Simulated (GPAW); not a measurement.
# Fe3Ge (Fm-3m) in GPAW: notebook

The runs below take Fe3Ge through band structure, with PBEsol, PBEsol+U.

Everything below comes from runs of GPAW 26.7.0. Logs are shortened: lines on timing, memory, paths and dates and some standing lists are left out, and cuts for length are marked. The log counts tension as positive stress, the text compression.

### Step 1. Starting point

Symmetry: Fm-3m, No. 225, cubic system. Conventional cell: a = 5.751 Å, b = 5.751 Å, c = 5.751 Å, α = 90.00°, β = 90.00°, γ = 90.00°. Ge (site symmetry m-3m) has 8 Fe at 2.49 Å as nearest neighbours. Around Fe (site symmetry -43m) lie 4 Ge at 2.49 Å and 4 Fe at 2.49 Å. Around Fe (site symmetry m-3m) lie 8 Fe at 2.49 Å.

The cell comes from a database or a generator and needn't be the stable form of this composition.

### Step 2. Band structure, PBEsol, collinear spin, ferromagnetic start

Input file run.py:

```python
from ase import Atoms
from ase.dft.bandgap import bandgap
from ase.io import write
from ase.units import GPa
from gpaw import GPAW, PW, setup_paths

setup_paths.insert(0, '.')

atoms = Atoms(['Ge', 'Fe', 'Fe', 'Fe'],
              cell=[[0.0, 2.8755854299, 2.8755854299],
                    [2.8755854299, 0.0, 2.8755854299],
                    [2.8755854299, 2.8755854299, 0.0]],
              scaled_positions=[[0.0, 0.0, 0.0],
                                [0.75, 0.75, 0.75],
                                [0.25, 0.25, 0.25],
                                [0.5, 0.5, 0.5]],
              pbc=True)
atoms.set_initial_magnetic_moments([0.0, 3.0, 3.0, 3.0])

calc = GPAW(mode=PW(600),
            xc='PBEsol',
            kpts={'size': (8, 8, 8), 'gamma': True},
            occupations={'name': 'fermi-dirac', 'width': 0.05},
            nbands=30,
            convergence={'density': 1e-05, 'energy': 1e-05},
            maxiter=150,
            txt='gpaw.txt')
atoms.calc = calc
energy = atoms.get_potential_energy()
forces = atoms.get_forces()
stress = atoms.get_stress()
calc.write('gs.gpw')
write('result.traj', atoms)
print(f'Energy: {energy:.6f} eV')
print('Forces (eV/A):')
print(forces.round(4))
print('Stress (GPa):', (stress / GPa).round(3))
print('Moments:', calc.get_magnetic_moments().round(3))
print('Fermi level:', round(calc.get_fermi_level(), 4), 'eV')
print(f'Gap: {bandgap(calc)[0]:.4f} eV, direct: {bandgap(calc, direct=True)[0]:.4f} eV')

path = atoms.cell.bandpath('GXWKGLUWLK,UX', npoints=80, eps=1e-4)
bs_calc = calc.fixed_density(kpts=path, symmetry='off', nbands=44,
                             convergence={'bands': 'CBM+6.0', 'eigenstates': 1e-6}, txt='bands.txt')
bs = bs_calc.band_structure()
bs.write('bs.json')
print(f'Gap on the path: {bandgap(bs_calc)[0]:.4f} eV')
```

Potentials or basis: PAW data sets generated in the run's folder for this functional, pw.

Run with:

```
gpaw-setup -f PBEsol Fe Ge
OMP_NUM_THREADS=1 python run.py
```

gpaw.txt:

```text
__  _  _
 | _ |_)|_||  |
 |__||  | ||/\| - 26.7.0

Input parameters:
  mode=PW(ecut=600.0),
  convergence={'density': 1e-05, 'energy': 1e-05},
  kpts=MonkhorstPack(size=(8, 8, 8), gamma=True),
  maxiter=150,
  nbands=30,
  occupations=Occupations(name='fermi-dirac', width=0.05),
  xc=XC(name='PBEsol')

Diagonalizing LCAO Hamiltonian
Converting LCAO to pw mode

                    Fe

                Fe

           Fe

       Ge

Atoms  # Å, Bohr magnetons
|   | symbol |        x |        y |        z |    initial magnetic moments |
|---|--------|----------|----------|----------|-----------------------------|
| 0 |     Ge | 0.000000 | 0.000000 | 0.000000 | ( 0.0000,  0.0000,  0.0000) |
| 1 |     Fe | 4.313378 | 4.313378 | 4.313378 | ( 0.0000,  0.0000,  3.0000) |
| 2 |     Fe | 1.437793 | 1.437793 | 1.437793 | ( 0.0000,  0.0000,  3.0000) |
| 3 |     Fe | 2.875585 | 2.875585 | 2.875585 | ( 0.0000,  0.0000,  3.0000) |

Unit cell  # Å
| periodic |        x |        y |        z |  lengths |    angles |
|----------|----------|----------|----------|----------|-----------|
|      yes | 0.000000 | 2.875585 | 2.875585 | 4.066692 | 60.000000 |
|      yes | 2.875585 | 0.000000 | 2.875585 | 4.066692 | 60.000000 |
|      yes | 2.875585 | 2.875585 | 0.000000 | 4.066692 | 60.000000 |

Number of symmetries: 48
Symmetry operations  # r_c * U_cc + t_c -> r_c
|    | kind |            matrix            |
|----|------|------------------------------|
|  0 |  σ   |  1, 0, 0,  1, 0,-1,  1,-1, 0 |
|  1 |  C2  |  1, 0, 0,  1,-1, 0,  1, 0,-1 |
|  2 |  E   |  1, 0, 0,  0, 1, 0,  0, 0, 1 |
|  3 |  σ   |  1, 0, 0,  0, 0, 1,  0, 1, 0 |
|  4 |  C4  |  1, 0,-1,  1, 0, 0,  1,-1, 0 |
|  5 |  S6  |  1, 0,-1,  1,-1, 0,  1, 0, 0 |
|  6 |  σ   |  1, 0,-1,  0, 1,-1,  0, 0,-1 |
|  7 |  C3  |  1, 0,-1,  0, 0,-1,  0, 1,-1 |
|  8 |  S6  |  1,-1, 0,  1, 0, 0,  1, 0,-1 |
|  9 |  C4  |  1,-1, 0,  1, 0,-1,  1, 0, 0 |
| 10 |  C3  |  1,-1, 0,  0,-1, 1,  0,-1, 0 |
| 11 |  σ   |  1,-1, 0,  0,-1, 0,  0,-1, 1 |
| 12 |  σ   |  0, 1, 0,  1, 0, 0,  0, 0, 1 |
| 13 |  C4  |  0, 1, 0,  0, 1,-1, -1, 1, 0 |
| 14 |  C3  |  0, 1, 0,  0, 0, 1,  1, 0, 0 |
| 15 |  S6  |  0, 1, 0, -1, 1, 0,  0, 1,-1 |
| 16 |  C2  |  0, 1,-1,  1, 0,-1,  0, 0,-1 |
| 17 |  σ   |  0, 1,-1,  0, 1, 0, -1, 1, 0 |
| 18 |  S4  |  0, 1,-1,  0, 0,-1,  1, 0,-1 |
| 19 |  C4  |  0, 1,-1, -1, 1, 0,  0, 1, 0 |
| 20 |  C3  |  0, 0, 1,  1, 0, 0,  0, 1, 0 |
| 21 |  σ   |  0, 0, 1,  0, 1, 0,  1, 0, 0 |
| 22 |  S6  |  0, 0, 1,  0,-1, 1, -1, 0, 1 |
| 23 |  C4  |  0, 0, 1, -1, 0, 1,  0,-1, 1 |
| 24 |  S4  |  0, 0,-1,  1, 0,-1,  0, 1,-1 |
| 25 |  C3  |  0, 0,-1,  0, 1,-1,  1, 0,-1 |
| 26 |  C2  |  0, 0,-1,  0,-1, 0, -1, 0, 0 |
| 27 |  S6  |  0, 0,-1, -1, 0, 0,  0,-1, 0 |
| 28 |  S4  |  0,-1, 1,  1,-1, 0,  0,-1, 0 |
| 29 |  C4  |  0,-1, 1,  0, 0, 1, -1, 0, 1 |
| 30 |  C2  |  0,-1, 1,  0,-1, 0,  1,-1, 0 |
| 31 |  σ   |  0,-1, 1, -1, 0, 1,  0, 0, 1 |
| 32 |  C3  |  0,-1, 0,  1,-1, 0,  0,-1, 1 |
| 33 |  S6  |  0,-1, 0,  0, 0,-1, -1, 0, 0 |
| 34 |  S4  |  0,-1, 0,  0,-1, 1,  1,-1, 0 |
| 35 |  C2  |  0,-1, 0, -1, 0, 0,  0, 0,-1 |
| 36 |  C2  | -1, 1, 0,  0, 1, 0,  0, 1,-1 |
| 37 |  S6  | -1, 1, 0,  0, 1,-1,  0, 1, 0 |
| 38 |  S4  | -1, 1, 0, -1, 0, 1, -1, 0, 0 |
| 39 |  C3  | -1, 1, 0, -1, 0, 0, -1, 0, 1 |
| 40 |  S6  | -1, 0, 1,  0, 0, 1,  0,-1, 1 |
| 41 |  C2  | -1, 0, 1,  0,-1, 1,  0, 0, 1 |
| 42 |  C3  | -1, 0, 1, -1, 1, 0, -1, 0, 0 |
| 43 |  S4  | -1, 0, 1, -1, 0, 0, -1, 1, 0 |
| 44 |  C2  | -1, 0, 0,  0, 0,-1,  0,-1, 0 |
| 45 |  i   | -1, 0, 0,  0,-1, 0,  0, 0,-1 |
| 46 |  σ   | -1, 0, 0, -1, 1, 0, -1, 0, 1 |
| 47 |  C2  | -1, 0, 0, -1, 0, 1, -1, 1, 0 |

BZ-sampling:
  Number of BZ points: 512
  Number of IBZ points: 29

  Monkhorst-Pack size: [8, 8, 8]
  Monkhorst-Pack shift: [0.0625, 0.0625, 0.0625]

K-points  # in reciprocal-cell coordinates
|     |                                coordinates |     weight |
|-----|--------------------------------------------|------------|
|   0 | (  0.00000000,   0.00000000,   0.00000000) | 0.00195312 |
[... 61 lines left out ...]

Reference energy: -160817.208739  # eV

eigensolver:
  PPCG
  Converge bands: occupied
  niter=2

density mixing:
  MSR1-Mixer
  Pratt-step length: 0.05
  Maximum mixing coefficient: 0.75
  Old densities: 10
  SVD Regularization: 0.005
  Good broyden scale: 1.0
  Trust region scale: 1.0
  Backstep threshold: 4.0
  History deletion threshold: 6.0
  Fourier metric: weight=20.0, sigma=0.015

occupation numbers:
  Fermi-Dirac:
    width: 0.0500  # eV

poisson solver:
  ecut: 4800.0  # eV

xc functional:
  name: PBEsol with 2 nearest neighbor stencil

convergence criteria:
- Maximum integral of absolute [dens]ity change: 1e-05 electrons / valence electron
- Maximum [total energy] change in last 3 cyles: 1e-05 eV / valence electron
- Maximum integral of absolute [eigenst]ate change: 4e-08 eV^2 / valence electron
maximum number of iterations: 150

SCF iterations
|iter     | |      energy | eigst |  dens |  magmom |
|---------|-|-------------|-------|-------|---------|
|iter:   1| |  -34.094572 | +0.44 |       |  +9.0160|
|iter:   2| |  -34.113423 | -1.54 | -0.92 |  +8.9068|
|iter:   3| |  -35.384529 | -1.66 | -0.95 |  +7.6251|
|iter:   4| |  -36.807408 | -1.05 | -0.76 |  +7.5242|
|iter:   5| |  -37.196841 | -0.99 | -0.63 |  +7.5968|
|iter:   6| |  -34.458907 | -1.44 | -0.52 |  +6.5616|
|iter:   7| |  -34.478658 | -3.29 | -1.52 |  +6.4905|
|iter:   8| |  -34.513207 | -3.16 | -1.57 |  +6.0453|
|iter:   9| |  -34.514400 | -3.30 | -1.88 |  +5.7614|
|iter:  10| |  -34.522320 | -3.99 | -1.94 |  +5.7444|
|iter:  11| |  -34.524219 | -4.11 | -2.17 |  +5.7530|
|iter:  12| |  -34.524398 | -5.64 | -2.56 |  +5.7443|
|iter:  13| |  -34.524615 | -5.11 | -2.71 |  +5.7107|
|iter:  14| |  -34.524554c| -5.92 | -2.95 |  +5.6854|
|iter:  15| |  -34.524479c| -6.36 | -3.26 |  +5.6633|
|iter:  16| |  -34.524466c| -7.60c| -3.97 |  +5.6592|
|iter:  17| |  -34.524463c| -7.56c| -4.48 |  +5.6585|
|iter:  18| |  -34.524460c| -8.01c| -4.82 |  +5.6577|
|iter:  19| |  -34.524460c| -8.65c| -6.09c|  +5.6577|

Converged in 19 steps
Energy contributions relative to reference atoms: (reference = -160817.208739)

Energy contributions:
  Kinetic:          36.442576
  Coulomb:         -29.126685
  Zero:              0.166845
  External:          0.000000
  Xc:              -41.990771
  Entropy:          -0.032851
  Spinorbit:         0.000000
  ----------------------------
  Free energy:     -34.540885
  Extrapolated:    -34.524460

dipole moment: (-18.684375, -18.684375, -18.684375)  # |e|*Ang

Total magnetic moment: (0.000000, 0.000000, 5.657744)

Local magnetic moments
|        x |        y |         z |
|----------|----------|-----------|
| 0.000000 | 0.000000 | -0.035353 |  # Ge   0
| 0.000000 | 0.000000 |  1.602076 |  # Fe   1
| 0.000000 | 0.000000 |  1.602076 |  # Fe   2
| 0.000000 | 0.000000 |  2.535674 |  # Fe   3

Fermi level: 10.803
Eigenvalues  # (at kpt = [0.000, 0.000, 0.000])
| band index |      eig [eV] | occ [0-1] |      eig [eV] | occ [0-1] |
|------------|---------------|-----------|---------------|-----------|
|          0 |        -1.188 |     1.000 |        -1.136 |     1.000 |
|        ... |               |           |               |           |
|          5 |         6.511 |     1.000 |         8.136 |     1.000 |
|          6 |         7.660 |     1.000 |         9.305 |     1.000 |
|          7 |         7.660 |     1.000 |         9.305 |     1.000 |
|          8 |         7.660 |     1.000 |         9.305 |     1.000 |
|          9 |         9.449 |     1.000 |        11.483 |     0.000 |
|         10 |         9.449 |     1.000 |        11.483 |     0.000 |
|         11 |        10.001 |     1.000 |        11.483 |     0.000 |
|         12 |        10.001 |     1.000 |        12.160 |     0.000 |
|         13 |        10.001 |     1.000 |        12.160 |     0.000 |
|         14 |        10.256 |     1.000 |        12.182 |     0.000 |
|         15 |        10.256 |     1.000 |        12.182 |     0.000 |
|         16 |        12.830 |     0.000 |        13.069 |     0.000 |
|         17 |        14.622 |     0.000 |        15.200 |     0.000 |
|         18 |        14.622 |     0.000 |        15.200 |     0.000 |
|         19 |        14.622 |     0.000 |        15.200 |     0.000 |
|        ... |               |           |               |           |
|         29 |        27.251 |     0.000 |        28.189 |     0.000 |

No gap
No difference between direct/indirect transitions

Forces  # eV/Ang
|        x |        y |        z |
|----------|----------|----------|
|  0.00000 | -0.00000 | -0.00000 |  # Ge   0
| -0.00000 | -0.00000 |  0.00000 |  # Fe   1
| -0.00000 | -0.00000 |  0.00000 |  # Fe   2
|  0.00000 | -0.00000 | -0.00000 |  # Fe   3

Stress tensor  # eV/Ang^3
|        x |        y |        z |
|----------|----------|----------|
| 0.056101 | 0.000000 | 0.000000 |
| 0.000000 | 0.056101 | 0.000000 |
| 0.000000 | 0.000000 | 0.056101 |

# Writing to gs.gpw (mode='')
```

It took 5 min on 1 thread of Arm Neoverse V1, shared host; peak memory 0.46 GiB.

Results:

| Property | Result |
| --- | --- |
| Free energy | -34.5409 eV |
| Pressure | -9.0 GPa |
| Band gap along the path | none (metal or under the smearing width) |
| Net moment | 5.66 μB per cell |
| Site moments | Ge -0.04; Fe +1.60, +2.54 μB |

Levels at the corners of the path, in eV from the Fermi level:
Spin up:
| point | band 15 | band 16 | band 17 | band 18 | band 19 | band 20 |
| --- | --- | --- | --- | --- | --- | --- |
| Γ | -0.55 | -0.55 | 2.03 | 3.82 | 3.82 | 3.82 |
| X | -0.95 | -0.59 | -0.55 | -0.55 | -0.11 | 3.20 |
| W | -0.98 | -0.98 | -0.26 | -0.16 | -0.16 | 5.61 |
| K | -0.90 | -0.53 | -0.46 | -0.06 | 0.15 | 3.65 |
| Γ | -0.55 | -0.55 | 2.03 | 3.82 | 3.82 | 3.82 |
| L | -0.91 | -0.91 | -0.58 | 3.10 | 3.23 | 3.23 |
| U | -0.90 | -0.53 | -0.46 | -0.06 | 0.15 | 3.65 |
| W | -0.98 | -0.98 | -0.26 | -0.16 | -0.16 | 5.61 |
| L | -0.91 | -0.91 | -0.58 | 3.10 | 3.23 | 3.23 |
| K | -0.90 | -0.53 | -0.46 | -0.06 | 0.15 | 3.65 |
| U | -0.90 | -0.53 | -0.46 | -0.06 | 0.15 | 3.65 |
| X | -0.95 | -0.59 | -0.55 | -0.55 | -0.11 | 3.20 |
Spin down:
| point | band 7 | band 8 | band 9 | band 10 | band 11 | band 12 | band 13 | band 14 | band 15 | band 16 |
| --- | --- | --- | --- | --- | --- | --- | --- | --- | --- | --- |
| Γ | -1.50 | -1.50 | -1.50 | 0.68 | 0.68 | 0.68 | 1.36 | 1.36 | 1.38 | 1.38 |
| X | -1.54 | -1.54 | -1.32 | -0.39 | -0.39 | 0.06 | 0.54 | 0.89 | 1.03 | 1.30 |
| W | -1.69 | -1.41 | -0.78 | -0.78 | -0.62 | 0.10 | 0.84 | 0.86 | 0.86 | 0.97 |
| K | -1.66 | -1.34 | -0.89 | -0.78 | -0.55 | 0.01 | 0.71 | 0.75 | 1.16 | 1.33 |
| Γ | -1.50 | -1.50 | -1.50 | 0.68 | 0.68 | 0.68 | 1.36 | 1.36 | 1.38 | 1.38 |
| L | -1.75 | -1.36 | -1.36 | -0.60 | -0.36 | -0.36 | 0.99 | 0.99 | 1.23 | 1.25 |
| U | -1.66 | -1.34 | -0.89 | -0.78 | -0.55 | 0.01 | 0.71 | 0.75 | 1.16 | 1.33 |
| W | -1.69 | -1.41 | -0.78 | -0.78 | -0.62 | 0.10 | 0.84 | 0.86 | 0.86 | 0.97 |
| L | -1.75 | -1.36 | -1.36 | -0.60 | -0.36 | -0.36 | 0.99 | 0.99 | 1.23 | 1.25 |
| K | -1.66 | -1.34 | -0.89 | -0.78 | -0.55 | 0.01 | 0.71 | 0.75 | 1.16 | 1.33 |
| U | -1.66 | -1.34 | -0.89 | -0.78 | -0.55 | 0.01 | 0.71 | 0.75 | 1.16 | 1.33 |
| X | -1.54 | -1.54 | -1.32 | -0.39 | -0.39 | 0.06 | 0.54 | 0.89 | 1.03 | 1.30 |

### Step 3. Band structure, PBEsol+U, collinear spin, ferromagnetic start

Changes to run.py since step 2:

```diff
@@ -23,2 +23,3 @@
             occupations={'name': 'fermi-dirac', 'width': 0.05},
+            setups={'Fe': ':d,1.0'},
             nbands=30,
```

Potentials or basis: PAW data sets generated in the run's folder for this functional, pw.

Run with:

```
gpaw-setup -f PBEsol Fe Ge
OMP_NUM_THREADS=1 python run.py
```

Run time: 4.5 min. Hardware: 1 thread of Arm Neoverse V1, shared host; peak memory 0.46 GiB.

It converged, with:

```
Free energy             : -32.0892 eV
Pressure                : -2.8 GPa
Band gap along the path : none (metal or under the smearing width)
Net moment              : 6.81 μB per cell
Site moments            : Ge -0.05; Fe +2.18, +2.62 μB
```

Levels at the corners of the path, in eV from the Fermi level:
Spin up:
```
point  band 14  band 15  band 16  band 17  band 18  band 19  band 20  band 21
    Γ    -1.43    -1.28    -1.28     2.02     3.55     3.55     3.55     5.47
    X    -1.65    -1.64    -1.32    -1.06    -1.06    -0.76     2.83     4.43
    W    -1.87    -1.47    -1.47    -0.80    -0.80    -0.80     5.45     6.28
    K    -2.05    -1.41    -1.04    -1.03    -0.67    -0.31     3.36     6.58
    Γ    -1.43    -1.28    -1.28     2.02     3.55     3.55     3.55     5.47
    L    -1.86    -1.44    -1.44    -1.03     2.90     2.93     2.93     4.32
    U    -2.05    -1.41    -1.04    -1.03    -0.67    -0.31     3.36     6.58
    W    -1.87    -1.47    -1.47    -0.80    -0.80    -0.80     5.45     6.28
    L    -1.86    -1.44    -1.44    -1.03     2.90     2.93     2.93     4.32
    K    -2.05    -1.41    -1.04    -1.03    -0.67    -0.31     3.36     6.58
    U    -2.05    -1.41    -1.04    -1.03    -0.67    -0.31     3.36     6.58
    X    -1.65    -1.64    -1.32    -1.06    -1.06    -0.76     2.83     4.43
```
Spin down:
```csv
point,band 8,band 9,band 10,band 11,band 12,band 13,band 14,band 15
Γ,-1.32,-1.32,0.99,0.99,0.99,1.85,1.85,1.98
X,-1.30,-0.97,-0.13,-0.13,0.61,0.88,1.27,1.60
W,-1.17,-0.48,-0.48,-0.41,0.42,1.18,1.18,1.43
K,-1.10,-0.56,-0.54,-0.29,0.32,1.16,1.26,1.65
Γ,-1.32,-1.32,0.99,0.99,0.99,1.85,1.85,1.98
L,-1.14,-1.14,-0.41,-0.03,-0.03,1.37,1.37,1.52
U,-1.10,-0.56,-0.54,-0.29,0.32,1.16,1.26,1.65
W,-1.17,-0.48,-0.48,-0.41,0.42,1.18,1.18,1.43
L,-1.14,-1.14,-0.41,-0.03,-0.03,1.37,1.37,1.52
K,-1.10,-0.56,-0.54,-0.29,0.32,1.16,1.26,1.65
U,-1.10,-0.56,-0.54,-0.29,0.32,1.16,1.26,1.65
X,-1.30,-0.97,-0.13,-0.13,0.61,0.88,1.27,1.60
```

Caveat: the U is typed as a test and isn't derived for this compound.

### Step 4. Band structure, PBEsol+U, collinear spin, ferromagnetic start

Changes to run.py since step 3:

```diff
@@ -23,3 +23,3 @@
             occupations={'name': 'fermi-dirac', 'width': 0.05},
-            setups={'Fe': ':d,1.0'},
+            setups={'Fe': ':d,2.0'},
             nbands=30,
```

Run with:

```
gpaw-setup -f PBEsol Fe Ge
OMP_NUM_THREADS=1 python run.py
```

Run time: 4.6 min. Hardware: 1 thread of Arm Neoverse V1, shared host; peak memory 0.46 GiB.

It converged, with:

```
Free energy             : -29.8832 eV
Pressure                : 3.2 GPa
Band gap along the path : none (metal or under the smearing width)
Net moment              : 7.54 μB per cell
Site moments            : Ge -0.05; Fe +2.53, +2.73 μB
```

Levels at the corners of the path, in eV from the Fermi level:
Spin up:
| point | band 14 | band 15 | band 16 | band 17 | band 18 | band 19 | band 20 | band 21 | band 22 | band 23 |
| --- | --- | --- | --- | --- | --- | --- | --- | --- | --- | --- |
| Γ | -2.18 | -2.14 | -2.14 | 1.89 | 3.17 | 3.17 | 3.17 | 5.22 | 5.22 | 5.22 |
| X | -2.43 | -2.30 | -2.17 | -1.70 | -1.70 | -1.51 | 2.37 | 4.08 | 11.19 | 11.19 |
| W | -2.37 | -2.09 | -2.09 | -1.53 | -1.53 | -1.48 | 5.20 | 5.95 | 7.07 | 7.07 |
| K | -2.70 | -2.04 | -1.74 | -1.70 | -1.36 | -0.80 | 2.97 | 6.28 | 8.66 | 9.05 |
| Γ | -2.18 | -2.14 | -2.14 | 1.89 | 3.17 | 3.17 | 3.17 | 5.22 | 5.22 | 5.22 |
| L | -2.48 | -2.07 | -2.07 | -1.63 | 2.53 | 2.53 | 2.63 | 4.02 | 4.02 | 7.12 |
| U | -2.70 | -2.04 | -1.74 | -1.70 | -1.36 | -0.80 | 2.97 | 6.28 | 8.66 | 9.05 |
| W | -2.37 | -2.09 | -2.09 | -1.53 | -1.53 | -1.48 | 5.20 | 5.95 | 7.07 | 7.07 |
| L | -2.48 | -2.07 | -2.07 | -1.63 | 2.53 | 2.53 | 2.63 | 4.02 | 4.02 | 7.12 |
| K | -2.70 | -2.04 | -1.74 | -1.70 | -1.36 | -0.80 | 2.97 | 6.28 | 8.66 | 9.05 |
| U | -2.70 | -2.04 | -1.74 | -1.70 | -1.36 | -0.80 | 2.97 | 6.28 | 8.66 | 9.05 |
| X | -2.43 | -2.30 | -2.17 | -1.70 | -1.70 | -1.51 | 2.37 | 4.08 | 11.19 | 11.19 |
Spin down:
```csv
point,band 8,band 9,band 10,band 11,band 12,band 13,band 14,band 15
Γ,-1.28,-1.28,1.15,1.15,1.15,2.08,2.08,2.11
X,-1.19,-0.85,-0.01,-0.01,1.05,1.07,1.46,1.77
W,-1.06,-0.35,-0.35,-0.34,0.59,1.34,1.34,1.90
K,-0.99,-0.46,-0.42,-0.18,0.47,1.37,1.68,1.83
Γ,-1.28,-1.28,1.15,1.15,1.15,2.08,2.08,2.11
L,-1.09,-1.09,-0.37,0.11,0.11,1.55,1.55,1.68
U,-0.99,-0.46,-0.42,-0.18,0.47,1.37,1.68,1.83
W,-1.06,-0.35,-0.35,-0.34,0.59,1.34,1.34,1.90
L,-1.09,-1.09,-0.37,0.11,0.11,1.55,1.55,1.68
K,-0.99,-0.46,-0.42,-0.18,0.47,1.37,1.68,1.83
U,-0.99,-0.46,-0.42,-0.18,0.47,1.37,1.68,1.83
X,-1.19,-0.85,-0.01,-0.01,1.05,1.07,1.46,1.77
```

Caveat: the U is typed as a test and isn't derived for this compound.

### Step 5. Overview

| level | U | pressure (GPa) | moment (μB) |
| --- | --- | --- | --- |
| PBEsol | - | -9.0 | 5.66 |
| PBEsol+U | Fe d U = 1 eV | -2.8 | 6.81 |
| PBEsol+U | Fe d U = 2 eV | 3.2 | 7.54 |

Alike in all rows: task band structure; potentials or basis PAW data sets generated in the run's folder for this functional, pw; spin collinear, ferromagnetic start; cell as given; k mesh 8 × 8 × 8; cutoff (eV) 600; smearing fermi-dirac 0.05 eV.

The pressure there spans -9.0 GPa (PBEsol) to 3.2 GPa (PBEsol+U); a positive pressure means that this level wants a larger cell, a negative one a smaller.

Caveats: the U is typed as a test and isn't derived for this compound (some runs).

Absolute energies hang on the potentials; compare differences alone.
